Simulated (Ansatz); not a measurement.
CaSe in the CsCl structure, relaxed with r2SCAN in the plane-wave code Ansatz. It is cubic, Pm-3m (No. 221); a = 3.635 Å in the conventional setting, 24.01 Å³ an atom. Around Ca lie 8 Se at 3.15 Å; around Se lie 8 Ca at 3.15 Å.

The axes x, y and z are those of this cell:
```yaml
crystal:
  lattice:
    - [3.63478, 0.00000, 0.00000]
    - [0.00000, 3.63478, 0.00000]
    - [0.00000, 0.00000, 3.63478]
  atoms:
    - { symbol: Ca, position: [0.00000, 0.00000, 0.00000] }
    - { symbol: Se, position: [0.50000, 0.50000, 0.50000] }
```

Unstrained: The PBE gap is direct at M: 0.771 eV. The r2SCAN gap is direct at M: 1.236 eV. HSE06 gives a direct gap of 1.540 eV at M. Meshes: PBE 8×8×8, r2SCAN 8×8×8, HSE06 6×6×6. Strains are changes of length per length. After each strain the atoms were relaxed again with r2SCAN within the symmetry that the strain leaves, so tilts or polar shifts that break it weren't tested; points keep the names that they have in the unstrained zone. No spin polarisation and no zero-point or thermal motion; the cell was built from a prototype and may be hypothetical.

**Question.** Apply uniaxial -5.36 % along z, other directions held. How far does the gap move, against the unstrained cell?

**Answer.** PBE: the gap goes from 0.771 to 0.105 eV (-0.666 eV); so small a gap is at the limit of these settings. r2SCAN: the gap goes from 1.236 to 0.541 eV (-0.695 eV). HSE06: the gap goes from 1.540 to 0.859 eV (-0.681 eV). The r2SCAN energy rises by 39.1 meV an atom.

**Question.** One strain changed the r2SCAN stress by xx +9.51, yy +0.02, zz +0.02 GPa (compression positive) and the gap by -0.616 eV (PBE), -0.642 eV (r2SCAN), -0.629 eV (HSE06). Which kind of strain was it, and roughly how large?

**Answer.** Uniaxial -4.99 % along x, other directions held. The pattern of the stress gives the kind; the size needs the stiffness, so it is an estimate.

**Question.** Apply isotropic +0.35 % on every length. How far does the gap move, against the unstrained cell?

**Answer.** PBE: the gap goes from 0.771 to 0.787 eV (+0.016 eV). r2SCAN: the gap goes from 1.236 to 1.252 eV (+0.016 eV). HSE06: the gap goes from 1.540 to 1.555 eV (+0.015 eV). The r2SCAN energy rises by 0.5 meV an atom.

Spin-orbit coupling is left out.

The meshes of the hybrids are coarse, so their gaps aren't converged to the digits shown.
